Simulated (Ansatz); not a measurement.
BeO (wurtzite), relaxed with r²SCAN (Ansatz, a quantum-chemistry and plane-wave program, plane waves, PAW): a = b = 2.6904 Å, c = 4.3699 Å, α = β = 90.00°, γ = 120.00°.

```
Property              Value
--------------------  -----
gap (eV)               8.55
B₀ by P(V) fit (GPa)    225
```

Q: The same phase is relaxed and computed with HSE06 in the same code. What are the cell and these values now?

A: a = b = 2.686 Å, c = 4.359 Å, α = β = 90.00°, γ = 120.00°.

- gap (eV) = 9.64
- B₀ by P(V) fit (GPa) = 228

All cells were relaxed under the symmetry of their starts (and spin orders); stability against distortions was not tested throughout.

Potentials: the later of the program's two PAW sets.

Ansatz is a plane-wave DFT program.
